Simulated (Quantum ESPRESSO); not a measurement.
# CuO (F-43m) in Quantum ESPRESSO: notebook

The runs below take CuO through projected density of states, with PBE, PBE+U.

Program: Quantum ESPRESSO 7.5. These are calculated values, not measurements. Logs are shortened: lines on timing, memory, paths and dates and some standing lists are left out, and cuts for length are marked.

**1. The structure**

It takes space group F-43m (No. 216, cubic). Conventional cell: a = 4.655 Å, b = 4.655 Å, c = 4.655 Å, α = 90.00°, β = 90.00°, γ = 90.00°. Cu (site symmetry -43m) has 4 O at 2.02 Å as nearest neighbours. O (site symmetry -43m) is surrounded by 4 Cu at 2.02 Å.

Measurements of this composition are mostly on another form, of space group No. 15.

**2. Projected density of states, PBE**

Input file pw.in:

```
&CONTROL
  calculation = 'scf'
  prefix = 'pwscf'
  outdir = './tmp'
  pseudo_dir = './pseudo'
  tprnfor = .true.
  tstress = .true.
  disk_io = 'low'
/
&SYSTEM
  ibrav = 0
  nat = 2
  ntyp = 2
  ecutwfc = 55
  ecutrho = 440
  nbnd = 15
  occupations = 'smearing'
  smearing = 'fd'
  degauss = 0.00367493
/
&ELECTRONS
  conv_thr = 4d-10
  electron_maxstep = 120
  mixing_beta = 0.5
/
ATOMIC_SPECIES
Cu    63.5460 Cu.paw.z_11.ld1.psl.v1.0.0-low.upf
O     15.9990 O.pbe-n-kjpaw_psl.0.1.UPF
CELL_PARAMETERS bohr
   0.0000000000    4.3978702825    4.3978702825
   4.3978702825    0.0000000000    4.3978702825
   4.3978702825    4.3978702825    0.0000000000
ATOMIC_POSITIONS bohr
Cu     0.0000000000    0.0000000000    0.0000000000
O      2.1989351412    2.1989351412    2.1989351412
K_POINTS automatic
10 10 10 0 0 0
```

Input file nscf.in:

```
&CONTROL
  calculation = 'nscf'
  prefix = 'pwscf'
  outdir = './tmp'
  pseudo_dir = './pseudo'
  disk_io = 'low'
/
&SYSTEM
  ibrav = 0
  nat = 2
  ntyp = 2
  ecutwfc = 55
  ecutrho = 440
  nbnd = 15
  occupations = 'tetrahedra_opt'
/
&ELECTRONS
  conv_thr = 1d-08
  electron_maxstep = 120
  mixing_beta = 0.5
/
ATOMIC_SPECIES
Cu    63.5460 Cu.paw.z_11.ld1.psl.v1.0.0-low.upf
O     15.9990 O.pbe-n-kjpaw_psl.0.1.UPF
CELL_PARAMETERS bohr
   0.0000000000    4.3978702825    4.3978702825
   4.3978702825    0.0000000000    4.3978702825
   4.3978702825    4.3978702825    0.0000000000
ATOMIC_POSITIONS bohr
Cu     0.0000000000    0.0000000000    0.0000000000
O      2.1989351412    2.1989351412    2.1989351412
K_POINTS automatic
15 15 15 0 0 0
```

Input file projwfc.in:

```
&PROJWFC
  prefix = 'pwscf'
  outdir = './tmp'
  filpdos = 'p'
  Emin = -9
  Emax = 16
  DeltaE = 0.05
/
```

Potentials or basis: SSSP 1.3 efficiency PBE.

The run is started by

```
$ OMP_NUM_THREADS=1 pw.x -in pw.in > pw.out
$ OMP_NUM_THREADS=1 pw.x -in nscf.in > nscf.out
$ OMP_NUM_THREADS=1 projwfc.x -in projwfc.in > projwfc.out
```

pw.out:

```text
This program is part of the open-source Quantum ESPRESSO suite
     for quantum simulation of materials; please cite
         "P. Giannozzi et al., J. Phys.:Condens. Matter 21 395502 (2009);
         "P. Giannozzi et al., J. Phys.:Condens. Matter 29 465901 (2017);
         "P. Giannozzi et al., J. Chem. Phys. 152 154105 (2020);
     in publications or presentations arising from this work. More details at

     file Cu.paw.z_11.ld1.psl.v1.0.0-low.upf: wavefunction(s)  4S 3D renormalized
     file O.pbe-n-kjpaw_psl.0.1.UPF: wavefunction(s)  2P renormalized
     Message from routine setup:
     using ibrav=0 with symmetry is DISCOURAGED, use correct ibrav instead

     G-vector sticks info
     --------------------
     sticks:   dense  smooth     PW     G-vecs:    dense   smooth      PW
     Sum        1159     583    187                26469     9377    1687

     Using Slab Decomposition

     bravais-lattice index     =            0
     lattice parameter (alat)  =       6.2195  a.u.
     unit-cell volume          =     170.1207 (a.u.)^3
     number of atoms/cell      =            2
     number of atomic types    =            2
     number of electrons       =        17.00
     number of Kohn-Sham states=           15
     kinetic-energy cutoff     =      55.0000  Ry
     charge density cutoff     =     440.0000  Ry
     scf convergence threshold =      4.0E-10
     mixing beta               =       0.5000
     number of iterations used =            8  plain     mixing
     Exchange-correlation= SLA  PW   PBX  PBC
                           (   1   4   3   4   0   0   0)

     celldm(1)=   6.219528  celldm(2)=   0.000000  celldm(3)=   0.000000
     celldm(4)=   0.000000  celldm(5)=   0.000000  celldm(6)=   0.000000

[... 8 lines left out ...]
               b(3) = (  0.707107  0.707107 -0.707107 )

     PseudoPot. # 1 for Cu read from file:
     Cu.paw.z_11.ld1.psl.v1.0.0-low.upf
     Pseudo is Projector augmented-wave + core cor, Zval = 11.0
     Generated using &quot;atomic&quot; code by A. Dal Corso  v.6.3MaX
     Shape of augmentation charge: PSQ
     Using radial grid of 1199 points,  6 beta functions with:
                l(1) =   0
                l(2) =   0
                l(3) =   1
                l(4) =   1
                l(5) =   2
                l(6) =   2
     Q(r) pseudized with 0 coefficients

     PseudoPot. # 2 for O  read from file:
     O.pbe-n-kjpaw_psl.0.1.UPF
     Pseudo is Projector augmented-wave + core cor, Zval =  6.0
     Generated using "atomic" code by A. Dal Corso  v.5.0.99 svn rev. 10869
     Shape of augmentation charge: BESSEL
     Using radial grid of 1095 points,  4 beta functions with:
                l(1) =   0
                l(2) =   0
                l(3) =   1
                l(4) =   1
     Q(r) pseudized with 0 coefficients

     atomic species   valence    mass     pseudopotential
     Cu               11.00    63.54600     Cu( 1.00)
     O                 6.00    15.99900     O ( 1.00)

     24 Sym. Ops. (no inversion) found

   Cartesian axes

     site n.     atom                  positions (alat units)
         1        Cu     tau(   1) = (   0.0000000   0.0000000   0.0000000  )
         2        O      tau(   2) = (   0.3535534   0.3535534   0.3535534  )

     number of k points=    47  Fermi-Dirac smearing, width (Ry)=  0.0037
                       cart. coord. in units 2pi/alat
        k(    1) = (   0.0000000   0.0000000   0.0000000), wk =   0.0020000
        k(    2) = (   0.0707107   0.0707107  -0.0707107), wk =   0.0160000
        k(    3) = (   0.1414214   0.1414214  -0.1414214), wk =   0.0160000
        k(    4) = (   0.2121320   0.2121320  -0.2121320), wk =   0.0160000
        k(    5) = (   0.2828427   0.2828427  -0.2828427), wk =   0.0160000
        k(    6) = (  -0.3535534  -0.3535534   0.3535534), wk =   0.0080000
[... 39 lines left out ...]
        k(   46) = (  -0.0707107  -0.3535534   0.6363961), wk =   0.0480000
        k(   47) = (  -0.7071068   0.2828427   0.0000000), wk =   0.0240000

     Dense  grid:    26469 G-vectors     FFT dimensions: (  45,  45,  45)

     Smooth grid:     9377 G-vectors     FFT dimensions: (  30,  30,  30)

     Initial potential from superposition of free atoms

     starting charge      16.9998, renormalised to      17.0000
     Starting wfcs are   13 randomized atomic wfcs +    2 random wfcs

     Self-consistent Calculation

     iteration #  1     ecut=    55.00 Ry     beta= 0.50
     Davidson diagonalization with overlap
     ethr =  1.00E-02,  avg # of iterations =  5.0

     total energy              =    -254.41944566 Ry
     estimated scf accuracy    <       0.52858638 Ry

     iteration #  2     ecut=    55.00 Ry     beta= 0.50
     Davidson diagonalization with overlap
     ethr =  3.11E-03,  avg # of iterations =  2.0

     total energy              =    -254.49897166 Ry
     estimated scf accuracy    <       1.21866593 Ry

     iteration #  3     ecut=    55.00 Ry     beta= 0.50
     Davidson diagonalization with overlap
     ethr =  3.11E-03,  avg # of iterations =  2.0

     total energy              =    -254.67541162 Ry
     estimated scf accuracy    <       0.00897101 Ry

     iteration #  4     ecut=    55.00 Ry     beta= 0.50
     Davidson diagonalization with overlap
     ethr =  5.28E-05,  avg # of iterations =  3.1

     total energy              =    -254.67677281 Ry
     estimated scf accuracy    <       0.00136147 Ry

     iteration #  5     ecut=    55.00 Ry     beta= 0.50
     Davidson diagonalization with overlap
     ethr =  8.01E-06,  avg # of iterations =  2.7
[... 22 lines left out ...]
     total energy              =    -254.67687315 Ry
     estimated scf accuracy    <       0.00000001 Ry

     iteration #  9     ecut=    55.00 Ry     beta= 0.50
     Davidson diagonalization with overlap
     ethr =  8.47E-11,  avg # of iterations =  2.6

     total energy              =    -254.67687316 Ry
     estimated scf accuracy    <       0.00000002 Ry

     iteration # 10     ecut=    55.00 Ry     beta= 0.50
     Davidson diagonalization with overlap
     ethr =  8.47E-11,  avg # of iterations =  1.0

     total energy              =    -254.67687316 Ry
     estimated scf accuracy    <          8.0E-10 Ry

     iteration # 11     ecut=    55.00 Ry     beta= 0.50
     Davidson diagonalization with overlap
     ethr =  4.73E-12,  avg # of iterations =  1.4

     End of self-consistent calculation

          k = 0.0000 0.0000 0.0000 (  1211 PWs)   bands (ev):

   -11.9052   2.0206   2.0206   2.0206   4.5787   4.5787   7.1213   7.1213
     7.1213   7.2504  20.1944  20.1944  20.1944  26.6273  26.7763

          k = 0.0707 0.0707-0.0707 (  1203 PWs)   bands (ev):

   -11.8561   1.8719   2.0480   2.0480   4.5704   4.5704   6.6205   7.0636
     7.0636   7.9502  19.3204  20.2682  20.2682  25.6156  26.0321

          k = 0.1414 0.1414-0.1414 (  1173 PWs)   bands (ev):

   -11.7254   1.5493   2.1169   2.1169   4.5619   4.5619   6.0488   6.9047
     6.9047   9.0152  17.6451  20.3450  20.3450  24.6482  25.4433

          k = 0.2121 0.2121-0.2121 (  1164 PWs)   bands (ev):

   -11.5591   1.2493   2.1949   2.1949   4.5851   4.5851   5.4415   6.6869
     6.6869  10.2646  16.0282  20.2101  20.2101  24.0351  25.7112

          k = 0.2828 0.2828-0.2828 (  1173 PWs)   bands (ev):

   -11.4205   1.0698   2.2503   2.2503   4.6418   4.6418   4.9479   6.4841
     6.4841  11.4844  14.7023  19.9721  19.9721  23.7529  26.5289

          k =-0.3536-0.3536 0.3536 (  1170 PWs)   bands (ev):

   -11.3666   1.0150   2.2693   2.2693   4.6759   4.6759   4.7544   6.3972
     6.3972  12.1803  13.9994  19.8641  19.8641  23.6833  27.0234

          k = 0.1414-0.0000 0.0000 (  1195 PWs)   bands (ev):
[... 99 lines left out ...]
          k =-0.0000-0.4243 0.4243 (  1169 PWs)   bands (ev):

   -11.2836   1.6442   1.7731   2.4177   4.4446   4.5588   5.1373   5.3517
     6.2086  13.3424  15.0383  16.4302  20.3123  23.6487  26.7670

          k = 0.5657-0.0000 0.0000 (  1178 PWs)   bands (ev):

   -11.2733   0.9547   2.5652   2.5652   4.3194   4.7547   5.3898   5.5894
     5.5894  11.7702  15.8654  18.0143  20.3656  20.3656  27.7482

          k =-0.0707-0.6364 0.6364 (  1172 PWs)   bands (ev):

   -11.2215   1.0003   2.5700   2.6141   4.3684   4.7484   5.0176   5.5100
     5.5117  12.2933  15.6028  17.5873  20.4059  20.5827  27.8732

          k = 0.0000-0.5657 0.5657 (  1156 PWs)   bands (ev):

   -11.2093   1.1999   2.3854   2.5799   4.3121   4.6922   4.8538   5.4512
     5.6598  13.0134  15.3543  16.9825  20.3409  21.0964  28.9159

          k =-0.7071 0.0000 0.0000 (  1162 PWs)   bands (ev):

   -11.2050   0.9231   2.6605   2.6605   4.3754   4.7734   5.1287   5.3927
     5.3927  12.1468  15.5627  17.7381  20.4786  20.4786  27.3039

          k = 0.2828 0.1414 0.0000 (  1176 PWs)   bands (ev):

   -11.6220   1.3883   2.1514   2.1926   4.4586   4.6408   5.9719   6.3864
     6.7589   9.7993  17.5606  18.7892  20.5336  22.4663  26.7838

          k = 0.3536 0.2121-0.0707 (  1176 PWs)   bands (ev):

   -11.4771   1.2613   2.1497   2.2784   4.4723   4.6758   5.4566   6.0694
     6.5706  10.9707  16.3659  18.0910  20.3696  23.1530  26.7062

          k =-0.2828-0.4243 0.5657 (  1169 PWs)   bands (ev):

   -11.3572   1.2431   2.1112   2.3427   4.5455   4.6691   4.9663   5.9273
     6.3411  12.2333  14.9965  17.9752  20.0424  24.0074  26.6391

          k =-0.2121-0.3536 0.4950 (  1174 PWs)   bands (ev):

   -11.3108   1.2617   2.0839   2.3656   4.5439   4.6581   4.8167   5.9061
     6.2158  13.1653  14.0428  17.9842  19.9008  24.3450  26.5962

          k = 0.4243 0.1414-0.0000 (  1174 PWs)   bands (ev):

   -11.4252   1.1626   2.2670   2.3658   4.3889   4.7030   5.5585   5.8792
     6.2779  11.1505  16.5873  17.9396  20.1109  21.5787  28.7304

          k =-0.2121-0.4950 0.6364 (  1169 PWs)   bands (ev):

   -11.3175   1.2271   2.1908   2.4492   4.4539   4.6872   5.0821   5.6325
     6.1069  12.2760  15.7286  17.3317  19.7978  22.5120  28.3219

          k =-0.1414-0.4243 0.5657 (  1171 PWs)   bands (ev):
[... 9 lines left out ...]
          k = 0.0000-0.2828 0.4243 (  1174 PWs)   bands (ev):

   -11.3604   1.3481   2.0342   2.3724   4.4914   4.6587   5.2437   5.5546
     6.3759  12.1473  16.0785  16.7529  20.1672  23.8410  26.4253

          k =-0.1414-0.5657 0.7071 (  1171 PWs)   bands (ev):

   -11.2653   1.0788   2.4128   2.5625   4.3824   4.7202   5.1313   5.4476
     5.8252  12.2262  15.7947  17.5438  19.7391  21.4244  28.4607

          k =-0.0707-0.4950 0.6364 (  1172 PWs)   bands (ev):

   -11.2196   1.2621   2.2632   2.6023   4.3827   4.6514   4.8884   5.3043
     5.8003  13.1011  15.4284  17.0789  19.2517  22.2833  29.0166

          k =-0.0000-0.4243 0.5657 (  1171 PWs)   bands (ev):

   -11.2244   1.5389   1.9595   2.5518   4.3089   4.6216   4.9703   5.2487
     5.9180  13.8130  14.9784  16.5609  19.3829  23.1692  27.6571

          k =-0.7071 0.1414 0.0000 (  1164 PWs)   bands (ev):

   -11.2041   1.0696   2.4954   2.6595   4.3962   4.7010   4.9359   5.2697
     5.6393  12.6260  15.5267  17.4845  19.5442  21.4360  28.1552

          k =-0.1414-0.4243 0.7071 (  1175 PWs)   bands (ev):

   -11.2458   1.4231   2.0345   2.5550   4.4560   4.5783   5.0575   5.1825
     5.9792  13.2670  15.4989  16.7660  19.0214  23.5315  27.3097

          k =-0.0707-0.3536 0.6364 (  1166 PWs)   bands (ev):

   -11.2184   1.6104   1.8778   2.6000   4.3707   4.6122   4.9198   5.1440
     5.9100  13.8495  15.1730  16.7749  18.5603  24.0534  26.8480

          k =-0.7071 0.2828 0.0000 (  1172 PWs)   bands (ev):

   -11.2026   1.4548   2.0694   2.6577   4.4436   4.5435   4.8806   5.0702
     5.8338  13.6204  15.4707  17.2256  17.9982  23.4919  27.8097

     the Fermi energy is     6.4019 ev

!    total energy              =    -254.67687316 Ry
     total all-electron energy =     -3460.403532 Ry
     estimated scf accuracy    <          1.7E-11 Ry
     smearing contrib. (-TS)   =      -0.00173397 Ry
     internal energy E=F+TS    =    -254.67513919 Ry

     The total energy is F=E-TS. E is the sum of the following terms:
     one-electron contribution =     -56.26567476 Ry
     hartree contribution      =      46.69993977 Ry
     xc contribution           =     -51.87302829 Ry
     ewald contribution        =     -93.87258385 Ry
     one-center paw contrib.   =     -99.36379205 Ry

     convergence has been achieved in  11 iterations

     Forces acting on atoms (cartesian axes, Ry/au):

     atom    1 type  1   force =     0.00000000    0.00000000    0.00000000
     atom    2 type  2   force =    -0.00000000   -0.00000000    0.00000000

     Total force =     0.000000     Total SCF correction =     0.000000

     Computing stress (Cartesian axis) and pressure

          total   stress  (Ry/bohr**3)                   (kbar)     P=      -98.49
  -0.00066950  -0.00000000  -0.00000000          -98.49       -0.00       -0.00
  -0.00000000  -0.00066950  -0.00000000           -0.00      -98.49       -0.00
  -0.00000000  -0.00000000  -0.00066950           -0.00       -0.00      -98.49

=------------------------------------------------------------------------------=
   JOB DONE.
=------------------------------------------------------------------------------=
```

Wall time 50 s (1 thread of Intel Xeon Platinum 8259CL at 2.50GHz (Skylake/Cascade Lake), shared host); peak memory 0.16 GiB.

Results:

```yaml
Free_energy: -3465.0554 eV
Pressure: -9.8 GPa
Band_gap_on_the_k_mesh: none (metal or under the smearing width)
Loewdin_charges: Cu +0.49; O -0.47 e
```

States per cell in windows of 1 eV (zero at the Fermi level; states under -8 eV left out):
| from (eV) | total | Cu#1 d wfc3 | O#2 p wfc2 | Cu#1 p wfc2 | Cu#1 s wfc1 | O#2 s wfc1 |
| --- | --- | --- | --- | --- | --- | --- |
| -8.0 | 0.00 | 0.00 | 0.00 | 0.00 | 0.00 | 0.00 |
| -7.0 | 0.00 | 0.00 | 0.00 | 0.00 | 0.00 | 0.00 |
| -6.0 | 1.35 | 0.21 | 0.85 | 0.14 | 0.13 | 0.01 |
| -5.0 | 3.37 | 1.07 | 2.05 | 0.12 | 0.12 | 0.01 |
| -4.0 | 1.34 | 0.40 | 0.88 | 0.06 | 0.00 | 0.00 |
| -3.0 | 0.09 | 0.09 | 0.00 | 0.00 | 0.00 | 0.00 |
| -2.0 | 5.70 | 5.41 | 0.18 | 0.06 | 0.03 | 0.02 |
| -1.0 | 3.15 | 2.14 | 0.84 | 0.11 | 0.03 | 0.03 |
| 0.0 | 1.16 | 0.65 | 0.47 | 0.02 | 0.01 | 0.01 |
| 1.0 | 0.03 | 0.00 | 0.01 | 0.00 | 0.01 | 0.01 |
| 2.0 | 0.09 | 0.00 | 0.02 | 0.03 | 0.02 | 0.02 |
| 3.0 | 0.17 | 0.00 | 0.04 | 0.06 | 0.03 | 0.03 |
| 4.0 | 0.28 | 0.00 | 0.06 | 0.11 | 0.05 | 0.05 |
| 5.0 | 0.48 | 0.01 | 0.08 | 0.22 | 0.10 | 0.06 |
| 6.0 | 0.60 | 0.01 | 0.08 | 0.30 | 0.13 | 0.05 |
| 7.0 | 0.48 | 0.01 | 0.08 | 0.27 | 0.08 | 0.01 |

Caveat: an odd number of electrons without spin polarisation forces a metal; a magnetic or distorted state may lie lower; the run has no spin polarisation, though such a crystal can be magnetic; semilocal functionals often make such compounds metallic where correlation or magnetic order opens a gap, which also shifts bond lengths. With open d or f shells a metallic result of PBE can be an artefact of self-interaction; +U or a hybrid may open a gap.

(Part 1 of 2 ends here.)
